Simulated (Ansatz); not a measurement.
# VO2: the cost of one run

Program: Ansatz 0.2.0. Level of theory: DFT PBE, scalar-relativistic, plane waves, PAW. These are calculated values, not measurements.

The COD entry's cell or inner coordinates are ideal or old and differ from later refinements, so a difference from it is no clean test against experiment.

1 further run of the same task is left out (set aside as unsound or not needed).

### 1 Starting point

Symmetry: P4_2/mnm, No. 136, tetragonal system. The conventional cell has a = 4.530 Å, b = 4.530 Å, c = 2.869 Å, α = 90.00°, β = 90.00°, γ = 90.00°. Around V (site symmetry mmm) lie 6 O at 1.90 to 1.95 Å. Around O (site symmetry m2m) lie 3 V at 1.90 to 1.95 Å.

As a file:

```
V O
1.0
     4.53000    0.00000    0.00000
     0.00000    4.53000    0.00000
     0.00000    0.00000    2.86900
V O
2 4
Direct
  0.00000 0.00000 0.00000
  0.50000 0.50000 0.50000
  0.30500 0.30500 0.00000
  0.19500 0.80500 0.50000
  0.69500 0.69500 0.00000
  0.80500 0.19500 0.50000
```

Source of the structure: the Crystallography Open Database.

(A quick probe on a coarse mesh, which set the mesh and smearing, is not shown.)

### 3 The relaxation

The input, input.yaml:

```yaml
crystal:
  lattice:
    - [4.53, 0.0, 0.0]
    - [0.0, 4.53, 0.0]
    - [0.0, 0.0, 2.869]
  atoms:
    - { symbol: V, position: [0.0, 0.0, 0.0], spin: 0.91 }
    - { symbol: V, position: [0.5, 0.5, 0.5], spin: 0.91 }
    - { symbol: O, position: [0.305, 0.305, 0.0] }
    - { symbol: O, position: [0.195, 0.805, 0.5] }
    - { symbol: O, position: [0.695, 0.695, 0.0] }
    - { symbol: O, position: [0.805, 0.195, 0.5] }
basis:
  ecutwfc: 420
kpoints:
  mp_grid: { grid: [8, 8, 12] }
hamiltonian:
  xc: pbe
scf:
  occupations: { method: gaussian, width: 0.1 }
output:
  forces: true
  stress: true
  eigenvalues: true
  populations: true
magnetization:
  spin_polarized: true
relax:
  adjacent_minimum: "off"
  f_tol: 0.005
  max_steps: 80
  cell: { stress_tol: 0.05 }
```

Run with:

```
$ ansatz run input.yaml --threads 8 --pin off --max-ram 20480MiB --backend cpu --events-out ev --progress --plain --runs-dir out
```

**Question.** How long does this run take on 8 threads of Intel Xeon 6975P-C (Granite Rapids), shared host, and how much memory does it need?

About 13 s, with a peak of 0.74 GiB.
